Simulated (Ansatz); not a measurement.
# C (Fd-3m) in Ansatz: notebook

One crystal, C, is run at these levels: LDA, PBE, PBEsol+D4; tasks: elastic constants, phonons, single point, equation of state.

Everything below comes from runs of Ansatz 0.2.0. Logs are shortened: lines on timing, memory, paths and dates and some standing lists are left out, and cuts for length are marked.

**Experimental background.**

From “Equation of state of cubic boron nitride at high pressures and temperatures”, 2007, arxiv:cond-mat/0702656, for a bulk crystal of C: bulk modulus 442 ± 5 GPa.

The results are compared with them further down.

### 1 The structure

It takes space group Fd-3m (No. 227, cubic). Conventional cell: a = 3.567 Å, b = 3.567 Å, c = 3.567 Å, α = 90.00°, β = 90.00°, γ = 90.00°. Around C (site symmetry -43m) lie 4 C at 1.54 Å.

This isn't the form of C at room conditions, which is graphite.

### 2 Elastic constants, LDA

Contents of input.yaml:

```yaml
crystal:
  lattice:
    - [0.0, 1.78337, 1.78337]
    - [1.78337, 0.0, 1.78337]
    - [1.78337, 1.78337, 0.0]
  atoms:
    - { symbol: C, position: [0.75, 0.75, 0.75] }
    - { symbol: C, position: [0.5, 0.5, 0.5] }
hamiltonian:
  xc: lda
  pseudopotentials: { kind: paw }
kpoints:
  mp_grid: { grid: [11, 11, 11] }
scf:
  occupations: { method: fixed }
output:
  forces: true
  stress: true
elastic:
  mode: relaxed_ion
  stencil: two_point
```

Potentials or basis: Ansatz PAW.

On the command line:

```
$ ansatz run input.yaml --threads 2 --pin off --max-ram 5120MiB --backend cpu --events-out ev --progress --plain --runs-dir out
```

Standard output:

```text
Warning: RAYON_NUM_THREADS=2 ignored (pool sized by the plan → 2); use --threads N
Engine: ansatz 0.2.0, x86_64-unknown-linux-gnu
Pseudopotentials: kind: paw
Pseudopotential: C, paw, valence charge 4, recommended cutoff 420 eV (normal), C.paw.azcp
Functional definition: SPW92
  exchange = slater_x
  correlation = pw_c
Crystal: 2 atoms, lattice volume = 11.344 Å³
Basis set: ecut = 420 eV, 229 PW (Γ)
Bands: 8, of which v1, the nominal top of the filled ones, is band 4 counted from 1 (3 counted from 0)
Symmetry: 48 space group operations
Space group: Fd-3m (ITA 227), of the structure as read, at distance tolerance 2.2e-5 Å
k-points: 56 of 1331
Non-local potential: C, projectors of the file, l = 0: 2, l = 1: 2, l = 2: 1
PAW form: soft (Blöchl's): semilocal exchange-correlation on the pseudo side does not see the compensation charge
PAW frozen core: C, regenerated for the run's functional, and the local potential with it (the file was generated under x = pbe(κ = 0.804, μ = 0.2195149727645171), c = pbe(β = 0.06672455060314922))
PAW one-centre angular grid: C, 110 points (default); XC on 64 Gauss nodes
Initial density: superposition of atomic densities (neutral atoms: chi_scale 0, normalization atom), corrected by the library's trained network
Initial wavefunctions: pseudopotential atomic-orbital guess
Functional: x = slater, c = lda
SCF iter   1: F=—  HF=-485.972013 eV  |F-HF|=—  |Δ(HF+E_count)|=         —  Δρ=7.12e-3  dr2=1.98e-3  ethr=1.77e-3  ⟨swp⟩=3.9  Hψ=2639  notcnv=0  defer=90
preconditioner: auto → none  [insulator: Δε(μ)=4.097 eV  Ē_g=19.480 eV  n_scr=0 (ndim 8)  ℏωp=31.2 eV  f_vac=0.000  ε∞_Penn≈3.6]
SCF iter   2: F=—  HF=-485.971485 eV  |F-HF|=—  |Δ(HF+E_count)|=   5.28e-4  Δρ=3.36e-3  dr2=4.37e-4  ethr=2.48e-5  ⟨swp⟩=1.1  Hψ=899  notcnv=0  defer=90
SCF iter   3: F=—  HF=-485.971363 eV  |F-HF|=—  |Δ(HF+E_count)|=   1.22e-4  Δρ=8.14e-5  dr2=6.27e-7  ethr=5.46e-6  ⟨swp⟩=1.9  Hψ=549  notcnv=0  defer=108
SCF iter   4: F=—  HF=-485.971363 eV  |F-HF|=—  |Δ(HF+E_count)|=   5.97e-8  Δρ=2.95e-5  dr2=4.80e-8  ethr=7.84e-9  ⟨swp⟩=2.6  Hψ=653  notcnv=0
SCF iter   5: F=—  HF=-485.971363 eV  |F-HF|=—  |Δ(HF+E_count)|=   4.24e-9  Δρ=3.40e-6  dr2=9.91e-10  ethr=5.99e-10  ⟨swp⟩=2.2  Hψ=676  notcnv=0
SCF iter   6: F=—  HF=-485.971363 eV  |F-HF|=—  |Δ(HF+E_count)|=  4.29e-10  Δρ=4.21e-7  dr2=5.44e-12  ethr=1.24e-11  ⟨swp⟩=2.7  Hψ=691  notcnv=0
SCF iter   7: F=-485.971363 eV  HF=-485.971363 eV  |F-HF|=2.27e-13  |Δ(HF+E_count)|=  1.25e-12  Δρ=5.75e-8  dr2=6.75e-14  ethr=1.00e-12  ⟨swp⟩=3.8  Hψ=2274  notcnv=0
SCF 1 converged in 7 iterations: F = -485.971363 eV  dr2 = 6.75e-14
Crystal: 2 atoms, lattice volume = 11.321 Å³
Symmetry: 16 space group operations
k-points: 126 of 1331
Initial density: handed on by an earlier stage of this run
Initial wavefunctions: those handed on with the density
iter 1 solved again at ethr=3.76e-7 eV; its pass at ethr=3.10e-3 eV (dr2=3.01e-5 eV) is discarded
SCF iter   1: F=—  HF=-485.973119 eV  |F-HF|=—  |Δ(HF+E_count)|=         —  Δρ=5.69e-4  dr2=2.96e-5  ethr=3.76e-7  ⟨swp⟩=2.3  Hψ=6796  notcnv=0  defer=206
preconditioner: auto → none  [insulator: Δε(μ)=4.058 eV  Ē_g=19.516 eV  n_scr=0 (ndim 8)  ℏωp=31.2 eV  f_vac=0.000  ε∞_Penn≈3.6]
SCF iter   2: F=—  HF=-485.973107 eV  |F-HF|=—  |Δ(HF+E_count)|=   1.19e-5  Δρ=1.95e-4  dr2=3.35e-6  ethr=3.70e-7  ⟨swp⟩=2.0  Hψ=1511  notcnv=0  defer=68
SCF iter   3: F=—  HF=-485.973107 eV  |F-HF|=—  |Δ(HF+E_count)|=   2.41e-7  Δρ=2.09e-5  dr2=1.33e-8  ethr=4.19e-8  ⟨swp⟩=2.8  Hψ=1548  notcnv=0
SCF iter   4: F=—  HF=-485.973108 eV  |F-HF|=—  |Δ(HF+E_count)|=   4.86e-7  Δρ=4.44e-7  dr2=4.95e-12  ethr=1.66e-10  ⟨swp⟩=1.1  Hψ=1026  notcnv=0
SCF iter   5: F=—  HF=-485.973108 eV  |F-HF|=—  |Δ(HF+E_count)|=  3.27e-11  Δρ=1.55e-7  dr2=6.71e-13  ethr=1.00e-12  ⟨swp⟩=5.0  Hψ=3433  notcnv=0
SCF iter   6: F=-485.973108 eV  HF=-485.973108 eV  |F-HF|=2.84e-13  |Δ(HF+E_count)|=    0.00e0  Δρ=5.49e-8  dr2=8.90e-14  ethr=1.00e-12  ⟨swp⟩=3.9  Hψ=2738  notcnv=0
SCF 2 converged in 6 iterations: F = -485.973108 eV  dr2 = 8.90e-14
Crystal: 2 atoms, lattice volume = 11.366 Å³
iter 1 solved again at ethr=3.22e-11 eV; its pass at ethr=3.10e-3 eV (dr2=2.57e-9 eV) is discarded
SCF iter   1: F=—  HF=-485.969431 eV  |F-HF|=—  |Δ(HF+E_count)|=         —  Δρ=1.24e-5  dr2=3.20e-9  ethr=3.22e-11  ⟨swp⟩=2.0  Hψ=6916  notcnv=0  defer=143
preconditioner: auto → none  [insulator: Δε(μ)=4.071 eV  Ē_g=19.457 eV  n_scr=0 (ndim 8)  ℏωp=31.2 eV  f_vac=0.000  ε∞_Penn≈3.6]
SCF iter   2: F=—  HF=-485.969431 eV  |F-HF|=—  |Δ(HF+E_count)|=  4.71e-10  Δρ=5.94e-6  dr2=5.71e-10  ethr=3.22e-11  ⟨swp⟩=2.0  Hψ=1512  notcnv=0  defer=143
SCF iter   3: F=—  HF=-485.969431 eV  |F-HF|=—  |Δ(HF+E_count)|=  3.51e-10  Δρ=6.27e-7  dr2=5.61e-12  ethr=7.14e-12  ⟨swp⟩=2.0  Hψ=1512  notcnv=0  defer=143
SCF iter   4: F=-485.969431 eV  HF=-485.969431 eV  |F-HF|=1.14e-13  |Δ(HF+E_count)|=  5.57e-12  Δρ=1.43e-8  dr2=5.71e-15  ethr=1.00e-12  ⟨swp⟩=3.0  Hψ=3528  notcnv=0
SCF 3 converged in 4 iterations: F = -485.969431 eV  dr2 = 5.71e-15
Symmetry: 8 space group operations
k-points: 216 of 1331
Initial wavefunctions: pseudopotential atomic-orbital guess (no wavefunctions were taken with the density)
iter 1 solved again at ethr=1.56e-6 eV; its pass at ethr=3.10e-3 eV (dr2=1.25e-4 eV) is discarded
SCF iter   1: F=—  HF=-485.971380 eV  |F-HF|=—  |Δ(HF+E_count)|=         —  Δρ=1.25e-3  dr2=1.24e-4  ethr=1.56e-6  ⟨swp⟩=1.6  Hψ=13959  notcnv=0  defer=366
[... 19 lines left out ...]
SCF iter   3: F=—  HF=-485.971317 eV  |F-HF|=—  |Δ(HF+E_count)|=   1.01e-9  Δρ=8.22e-7  dr2=2.28e-11  ethr=3.67e-11  ⟨swp⟩=2.4  Hψ=2531  notcnv=0
SCF iter   4: F=-485.971317 eV  HF=-485.971317 eV  |F-HF|=5.68e-14  |Δ(HF+E_count)|=  1.19e-12  Δρ=4.43e-8  dr2=7.13e-14  ethr=1.00e-12  ⟨swp⟩=3.5  Hψ=6164  notcnv=0
SCF 6 converged in 4 iterations: F = -485.971317 eV  dr2 = 7.13e-14
relax step   3: F+E_penalty+E_count = -485.97131679 eV  Δ(F+E_penalty+E_count) = -6.908e-8 eV  max|allowed force component| = 1.110e-3 eV/Å  Δτ_max = 0.0000 Å  (4 SCF iters, accepted)
SCF iter   1: F=—  HF=-485.971317 eV  |F-HF|=—  |Δ(HF+E_count)|=         —  Δρ=6.09e-6  dr2=2.04e-9  ethr=2.59e-10  ⟨swp⟩=4.0  Hψ=10247  notcnv=0
SCF iter   2: F=—  HF=-485.971317 eV  |F-HF|=—  |Δ(HF+E_count)|=  7.90e-10  Δρ=2.46e-6  dr2=2.75e-10  ethr=2.55e-11  ⟨swp⟩=1.0  Hψ=3456  notcnv=0
SCF iter   3: F=—  HF=-485.971317 eV  |F-HF|=—  |Δ(HF+E_count)|=  9.47e-11  Δρ=2.47e-7  dr2=2.11e-12  ethr=3.44e-12  ⟨swp⟩=2.4  Hψ=2532  notcnv=0
SCF iter   4: F=-485.971317 eV  HF=-485.971317 eV  |F-HF|=5.68e-14  |Δ(HF+E_count)|=  5.68e-14  Δρ=1.49e-8  dr2=9.35e-15  ethr=1.00e-12  ⟨swp⟩=4.0  Hψ=5150  notcnv=0
SCF 7 converged in 4 iterations: F = -485.971317 eV  dr2 = 9.35e-15
relax step   4: F+E_penalty+E_count = -485.97131681 eV  Δ(F+E_penalty+E_count) = -1.693e-8 eV  max|allowed force component| = 2.729e-7 eV/Å  Δτ_max = 0.0000 Å  (4 SCF iters, accepted)
iter 1 solved again at ethr=1.00e-12 eV; its pass at ethr=3.10e-3 eV (dr2=8.03e-15 eV) is discarded
SCF iter   1: F=—  HF=-485.971317 eV  |F-HF|=—  |Δ(HF+E_count)|=         —  Δρ=1.49e-8  dr2=9.40e-15  ethr=1.00e-12  ⟨swp⟩=1.0  Hψ=11078  notcnv=0
SCF iter   2: F=-485.971317 eV  HF=-485.971317 eV  |F-HF|=1.71e-13  |Δ(HF+E_count)|=  5.68e-14  Δρ=6.47e-9  dr2=1.43e-15  ethr=1.00e-12  ⟨swp⟩=3.7  Hψ=4536  notcnv=0
SCF 8 converged in 2 iterations: F = -485.971317 eV  dr2 = 1.43e-15
iter 1 solved again at ethr=1.57e-6 eV; its pass at ethr=3.10e-3 eV (dr2=1.25e-4 eV) is discarded
SCF iter   1: F=—  HF=-485.971381 eV  |F-HF|=—  |Δ(HF+E_count)|=         —  Δρ=1.25e-3  dr2=1.24e-4  ethr=1.57e-6  ⟨swp⟩=1.6  Hψ=13972  notcnv=0  defer=365
SCF iter   2: F=—  HF=-485.971324 eV  |F-HF|=—  |Δ(HF+E_count)|=   5.65e-5  Δρ=4.81e-4  dr2=1.68e-5  ethr=1.55e-6  ⟨swp⟩=2.0  Hψ=2458  notcnv=0  defer=51
SCF iter   3: F=—  HF=-485.971316 eV  |F-HF|=—  |Δ(HF+E_count)|=   8.43e-6  Δρ=3.60e-5  dr2=6.42e-8  ethr=2.10e-7  ⟨swp⟩=2.1  Hψ=2606  notcnv=0
SCF iter   4: F=—  HF=-485.971316 eV  |F-HF|=—  |Δ(HF+E_count)|=   7.21e-7  Δρ=1.09e-6  dr2=4.16e-11  ethr=8.03e-10  ⟨swp⟩=1.4  Hψ=1955  notcnv=0
SCF iter   5: F=—  HF=-485.971316 eV  |F-HF|=—  |Δ(HF+E_count)|=  3.56e-11  Δρ=1.46e-7  dr2=7.09e-13  ethr=5.20e-13 (applied; sched 1.00e-12)  ⟨swp⟩=2.1  Hψ=2469  notcnv=0
SCF iter   6: F=-485.971316 eV  HF=-485.971316 eV  |F-HF|=2.27e-13  |Δ(HF+E_count)|=    0.00e0  Δρ=1.30e-8  dr2=7.14e-15  ethr=1.00e-12  ⟨swp⟩=4.0  Hψ=5094  notcnv=0
SCF 9 converged in 6 iterations: F = -485.971316 eV  dr2 = 7.14e-15
relax step   1: F+E_penalty+E_count = -485.97131647 eV  Δ(F+E_penalty+E_count) = +0.000e0 eV  max|allowed force component| = 4.926e-3 eV/Å  Δτ_max = 0.0000 Å  (6 SCF iters, accepted)
iter 1 solved again at ethr=4.85e-10 eV; its pass at ethr=3.10e-3 eV (dr2=3.88e-8 eV) is discarded
SCF iter   1: F=—  HF=-485.971317 eV  |F-HF|=—  |Δ(HF+E_count)|=         —  Δρ=2.74e-5  dr2=4.13e-8  ethr=4.85e-10  ⟨swp⟩=2.2  Hψ=11687  notcnv=0
SCF iter   2: F=—  HF=-485.971317 eV  |F-HF|=—  |Δ(HF+E_count)|=   1.60e-8  Δρ=1.09e-5  dr2=5.33e-9  ethr=4.85e-10  ⟨swp⟩=1.9  Hψ=2379  notcnv=0
SCF iter   3: F=—  HF=-485.971317 eV  |F-HF|=—  |Δ(HF+E_count)|=   1.83e-9  Δρ=1.19e-6  dr2=4.57e-11  ethr=6.67e-11  ⟨swp⟩=2.3  Hψ=2507  notcnv=0
SCF iter   4: F=-485.971317 eV  HF=-485.971317 eV  |F-HF|=1.71e-13  |Δ(HF+E_count)|=  2.27e-12  Δρ=2.40e-8  dr2=1.21e-14  ethr=1.00e-12  ⟨swp⟩=3.6  Hψ=6246  notcnv=0
SCF 10 converged in 4 iterations: F = -485.971317 eV  dr2 = 1.21e-14
relax step   2: F+E_penalty+E_count = -485.97131680 eV  Δ(F+E_penalty+E_count) = -3.332e-7 eV  max|allowed force component| = 1.642e-6 eV/Å  Δτ_max = 0.0001 Å  (4 SCF iters, accepted)
iter 1 solved again at ethr=1.00e-12 eV; its pass at ethr=3.10e-3 eV (dr2=1.30e-14 eV) is discarded
SCF iter   1: F=—  HF=-485.971317 eV  |F-HF|=—  |Δ(HF+E_count)|=         —  Δρ=2.40e-8  dr2=1.21e-14  ethr=1.00e-12  ⟨swp⟩=1.0  Hψ=11078  notcnv=0
SCF iter   2: F=-485.971317 eV  HF=-485.971317 eV  |F-HF|=1.71e-13  |Δ(HF+E_count)|=  5.68e-14  Δρ=1.20e-8  dr2=2.99e-15  ethr=1.00e-12  ⟨swp⟩=3.6  Hψ=4505  notcnv=0
SCF 11 converged in 2 iterations: F = -485.971317 eV  dr2 = 2.99e-15
SCF converged after 7 iterations
Free energy (F): -485.971363 eV
Harris-Foulkes:  -485.971363 eV  (|F-HF|=2.27e-13)
Internal energy: -485.971363 eV  (E = F + TS)
E sigma→0 (E₀):  -485.971363 eV
Fermi energy:    13.062112 eV
--- Per-component energies (eV) ---
  E_band       = 33.223488
  E_kinetic    = 184.433731
  E_local      = -124.333037  (includes V_loc(G=0)·N_el)
  E_nonlocal   = 55.374932
  E_hartree    = 26.558071
  E_xc         = -96.666386
  E_vxc        = -120.324891  (∫ρ·V_xc dr)
  E_paw        = -183.502997  (= ΣΔE_a)
  E_vpaw       = -15.043412  (= ΣTr[D̂ρ^β])
  E_aug_tail   = 0.000021  (compensation charges beyond the density's cutoff)
  E_ewald      = -347.961363
  E_core_change = 0.125665  (= ΣΔE_core)
  E_smearing   = -0.000000  (= −TS)
  E_closure    = -0.000000  (closes the sum)
  Σ components = -485.971363   (vs F -485.971363, Δ=0.00e0)
--- Forces (eV/Å), atoms counted from 1 ---
  atom   1  C     -0.00000000    -0.00000000     0.00000000
  atom   2  C     -0.00000000    -0.00000000     0.00000000
  max |Σ_I F_I| component: 1.67e-16 eV/Å
--- Stress (GPa, compression-positive) ---
      -13.103718       0.000000      -0.000000
        0.000000     -13.103718       0.000000
        0.000000      -0.000000     -13.103718
  P = ⅓ Tr σ = -13.1037 GPa (-131.037 kbar)
--- Band table (eV; the first three rows and the last of 56) ---
  k-point 0: bands = ["-8.2653", "13.0621", "13.0621", "13.0621", "18.6015", "18.6015", "18.6015", "26.5596"]
  k-point 1: bands = ["-8.0367", "11.6499", "12.6848", "12.6848", "19.0943", "19.0943", "19.4251", "26.7185"]
  k-point 2: bands = ["-7.3544", "8.8350", "11.9008", "11.9008", "20.1068", "20.1068", "20.6105", "27.1666"]
  k-point 55: bands = ["0.5941", "1.7405", "4.1097", "5.7142", "22.0847", "24.1955", "25.6449", "26.0085"]
--- Elastic constants: 2 strain directions × 2 members + reference (group order 48) ---
  dense FFT box of the reference and of every strained cell: 18×18×18
  strains applied: 11, 23; error gains: componentwise 1.00 (the most a stress slope's error grows in a printed constant), spectral 1.73 (1 for all six strains in a standard setting)
  C = ∂σ_k/∂η_j (tension-positive GPa; Voigt order 11 22 33 23 13 12):
      1035.518    109.047    109.047     -0.000     -0.000      0.000
       109.047   1035.518    109.047      0.000      0.000     -0.000
       109.047    109.047   1035.518      0.000     -0.000     -0.000
         0.000     -0.000     -0.000    554.030      0.000     -0.000
         0.000      0.000     -0.000      0.000    554.030      0.000
        -0.000      0.000     -0.000     -0.000     -0.000    554.030
  reference stress σ⁰ (GPa):     13.104     13.104     13.104     -0.000      0.000     -0.000
  C* (energy form; C + prestress term) asymmetry max|C*_kj − C*_jk| = 8.527e-14 GPa — a small one proves nothing (zero by symmetry where the batch's group is 432, −43m or m−3m); a large one is finite-difference/SCF noise where every solve meets its electron count
  moduli (Voigt/Reuss/Hill, GPa): K = 417.87/417.87/417.87   G = 517.71/513.75/515.73   E = 1096.22   ν = 0.063
  mechanically stable: yes (min eigenvalue of sym C = 554.03 GPa)
  strain η (Voigt 11):  stress-route row diagonal C_11 = 1035.52 GPa, energy-path curvature d²(F+E_count+ΔE)/dδ²/Ω₀ = 1036.20 GPa
         δ    σ_11 (GPa)             F (eV)   n_scf  n_hpsi   n_pw
    -2.000e-3      11.0276        -485.9731077       6   18490    229   relax 0 steps, max|allowed force component| 2.22e-16 eV/Å
     2.000e-3      15.1697        -485.9694311       4   14910    229   relax 0 steps, max|allowed force component| 2.08e-16 eV/Å
  strain η (Voigt 23):  stress-route row diagonal C_44 = 554.03 GPa, energy-path curvature d²(F+E_count+ΔE)/dδ²/Ω₀ = 548.28 GPa
         δ    σ_23 (GPa)             F (eV)   n_scf  n_hpsi   n_pw
    -2.000e-3      -1.1081        -485.9713168       2   18090    229   relax 4 steps, max|allowed force component| 2.73e-7 eV/Å
     2.000e-3       1.1081        -485.9713168       2   18053    229   relax 2 steps, max|allowed force component| 1.64e-6 eV/Å
```

Wall time 4.8 s (2 threads of AMD EPYC 7B13 (Zen 3), shared host); peak memory 0.35 GiB.

Results:

```yaml
Free_energy: -485.9714 eV
Pressure: -13.1 GPa
Band_gap_on_the_k_mesh: 4.10 eV, indirect (least direct gap 5.54 eV)
Elastic_constants_C11_C12_C44: 1036, 109, 554 GPa
Voigt_bulk_modulus: 418 GPa
```

Levels at points of the mesh, in eV from the valence-band top:
```tsv
k point	band 1	band 2	band 3	band 4	band 5	band 6	band 7	band 8
(0.00, 0.00, 0.00)	-21.33	0.00	0.00	0.00	5.54	5.54	5.54	13.50
```

Elastic tensor in Voigt notation (GPa, in the Cartesian axes of the cell as first typed):
```
1036  109  109    0    0    0
 109 1036  109    0    0    0
 109  109 1036    0    0    0
   0    0    0  554    0    0
   0    0    0    0  554    0
   0    0    0    0    0  554
```

Caveat: the cell is more than 3 GPa from zero pressure, which shifts response properties; odd divisions of the mesh miss points on the zone boundary, where band edges often lie, so the gap on the mesh can be too wide; the pressure holds a Pulay correction of +1.3 GPa for the finite cutoff; the PAW data sets come from PBE, with cores solved anew for the run's functional, which leaves a small shift of forces and pressure. A k mesh can miss the band edges.

[end of part 1 of 2]
